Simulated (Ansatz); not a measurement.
# Al15As16: the cost of one run

Computed with Ansatz 0.2.0 (DFT PBE, scalar-relativistic, plane waves, PAW, unless a step's input says otherwise).

4 further runs of the same task are left out: 4 set aside as unsound or not needed.

### Step 1. The structure to begin with

Symmetry: F-43m, No. 216, cubic system. The conventional cell has a = 5.728 Å, b = 5.728 Å, c = 5.728 Å, α = 90.00°, β = 90.00°, γ = 90.00°. Al (site symmetry -43m) is surrounded by 4 As at 2.48 Å. As (site symmetry -43m) has 4 Al at 2.48 Å in its first shell of neighbours.

Structure file:

```
Al As
1.0
     0.00000    2.86396    2.86396
     2.86396    0.00000    2.86396
     2.86396    2.86396    0.00000
Al As
1 1
Cartesian
  0.0000 0.0000 0.0000
  4.2959 4.2959 4.2959
```

It goes back to an entry of the Materials Project.

It is the result of an earlier relaxation at this level (volume 23.49 Å³/atom; gap on the mesh: 1.50 eV).

The host's static dielectric tensor, from an earlier linear-response run, has a mean of 11.56.

The perfect supercell (rows 3 -1 -1; -1 3 -1; -1 -1 3 in vectors of this cell) comes from an earlier run at this level (32 atoms, E(σ→0) -86313.7995 eV, gap 1.50 eV on its own mesh).

### Step 2. Making the defect

The atom at (0.500, 0.000, 0.500) of the supercell is taken out. The other atoms start on their ideal sites. Its neighbours are 4 As at 2.48 Å.

### Step 3. Relaxing the defect, charge 0

File input.yaml:

```yaml
crystal:
  lattice:
    - [-5.7279123196, 5.7279123196, 5.7279123196]
    - [5.7279123196, -5.7279123196, 5.7279123196]
    - [5.7279123196, 5.7279123196, -5.7279123196]
  atoms:
    - { symbol: Al, position: [0.5, 0.25, 0.25] }
    - { symbol: Al, position: [0.5, 0.5, 0.0] }
    - { symbol: Al, position: [0.75, 0.75, 0.5] }
    - { symbol: Al, position: [0.5, 0.75, 0.75] }
    - { symbol: Al, position: [0.75, 0.0, 0.25] }
    - { symbol: Al, position: [0.75, 0.25, 0.0] }
    - { symbol: Al, position: [0.0, 0.5, 0.5] }
    - { symbol: Al, position: [0.75, 0.5, 0.75] }
    - { symbol: Al, position: [0.0, 0.75, 0.25] }
    - { symbol: Al, position: [0.0, 0.0, 0.0] }
    - { symbol: Al, position: [0.25, 0.25, 0.5] }
    - { symbol: Al, position: [0.0, 0.25, 0.75] }
    - { symbol: Al, position: [0.25, 0.5, 0.25] }
    - { symbol: Al, position: [0.25, 0.75, 0.0] }
    - { symbol: Al, position: [0.25, 0.0, 0.75] }
    - { symbol: As, position: [0.75, 1.0, 0.5], spin: 0.25 }
    - { symbol: As, position: [0.75, 0.25, 0.25] }
    - { symbol: As, position: [0.75, 0.5, 0.0] }
    - { symbol: As, position: [1.0, 0.75, 0.5] }
    - { symbol: As, position: [0.75, 0.75, 0.75] }
    - { symbol: As, position: [1.0, 1.0, 0.25] }
    - { symbol: As, position: [0.0, 0.25, 0.0] }
    - { symbol: As, position: [0.25, 0.5, 0.5] }
    - { symbol: As, position: [0.0, 0.5, 0.75] }
    - { symbol: As, position: [0.25, 0.75, 0.25], spin: 0.25 }
    - { symbol: As, position: [0.25, 0.0, 0.0] }
    - { symbol: As, position: [0.5, 0.25, 0.5], spin: 0.25 }
    - { symbol: As, position: [0.25, 0.25, 0.75] }
    - { symbol: As, position: [0.5, 0.5, 0.25] }
    - { symbol: As, position: [0.5, 0.75, 0.0] }
    - { symbol: As, position: [0.5, 0.0, 0.75], spin: 0.25 }
  host:
    lattice:
      - [0.0, 2.8639561598, 2.8639561598]
      - [2.8639561598, 0.0, 2.8639561598]
      - [2.8639561598, 2.8639561598, 0.0]
    atoms:
      - { symbol: Al, position: [0.0, 0.0, 0.0] }
      - { symbol: As, position: [0.75, 0.75, 0.75] }
basis:
  ecutwfc: 420
  xc_grid: 2
kpoints:
  mp_grid: { grid: [2, 2, 2], shift: [0.0, 0.0, 0.0] }
hamiltonian:
  xc: pbe
scf:
  occupations: { method: gaussian, width: 0.01 }
output:
  forces: true
  stress: false
  eigenvalues: true
  populations: true
  charged_corrections:
    defect_position: [0.5, 0.0, 0.5]
    epsilon: [[11.5641, 0.0, 0.0], [0.0, 11.5641, 0.0], [0.0, 0.0, 11.5641]]
  write_density: true
  write_potential: true
  elf: true
  volumetric_format: npy
magnetization:
  spin_polarized: true
relax:
  adjacent_minimum: "off"
  f_tol: 0.025
  max_steps: 45
```

The run is started by

```console
$ ansatz run input.yaml --threads 4 --pin off --max-ram 10240MiB --backend cpu --events-out ev --progress --plain --runs-dir out
```

Q: Estimate wall time and peak memory on 4 threads of AMD EPYC 7R43 (Zen 3), shared host.

About 56 s, with a peak of 2.7 GiB.
